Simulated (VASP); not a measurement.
The system is GaSb.

```xyz
2
Lattice="0.0000 3.0590 3.0590 3.0590 0.0000 3.0590 3.0590 3.0590 0.0000" Properties=species:S:1:pos:R:3 pbc="T T T"
Sb    4.5885    4.5885    4.5885
Ga    0.0000    0.0000    0.0000
```

Base run:

* Program: VASP 6.6.1
* Functional: MS2
* Potentials or basis: VASP PAW PBE potentials, release 64 (Sb, Ga_d)
* Cutoff: 520 eV
* k mesh: 8 × 8 × 8
* Occupations: fermi-dirac, width 0.05 eV
* Spin: no spin polarisation

Its results: band gap on the k mesh 0.34 eV, direct; pressure -0.2 GPa.

Question: The run is repeated on the same cell with these changes: functional from MS2 to revTPSS. What comes out?

Answer: Band gap on the k mesh 0.20 eV, direct; pressure 0.1 GPa.

Caveats: the PAW data sets were made with another functional, which shifts forces and pressure a little; spin-orbit coupling is left out, which moves the levels of the heavy elements.

Not every run made on this cell is shown here.
